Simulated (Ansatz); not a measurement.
L1₀ (CuAu-type) CoPt, treated with RPBE in Ansatz (plane waves, PAW).

Numerical settings: plane-wave cutoff 520 eV, 20×20×16 k mesh (along the axes of the cell as run), Fermi–Dirac smearing 0.05 eV, spin-polarised with parallel moments, scalar-relativistic PAW data made under PBE.

Results at a series of volumes:

| V (Å³/atom) | E − E_lowest (meV/atom) | P (GPa) |
|---|---|---|
| 13.286 | 15.01 | 9.04 |
| 13.563 | 3.61 | 4.25 |
| 13.840 | 0.00 | 0.01 |
| 14.117 | 3.28 | -3.73 |
| 14.393 | 12.64 | -7.03 |

Estimate the bulk modulus from the pressures at 13.563 and 14.117 Å³/atom, and compare it with a fit to all energies.

B = −V dP/dV. Between V = 13.563 and 14.117 Å³/atom, dP/dV = (-3.73 − (4.25))/(14.117 − 13.563) = -14.4 GPa per Å³/atom; at the midpoint 13.840 Å³/atom this gives B ≈ 199 GPa. The third-order Birch–Murnaghan fit gives V0 = 13.841 Å³/atom, B0 = 199 GPa, B′ = 5.2, which lies within 1 % of that estimate.

Shape and atoms are relaxed at each volume.

Note: the bulk modulus comes from volumes at which shape and atoms were relaxed.

Spin–orbit coupling is not included.

Computed values are for the static lattice.

Ansatz is a first-principles code.
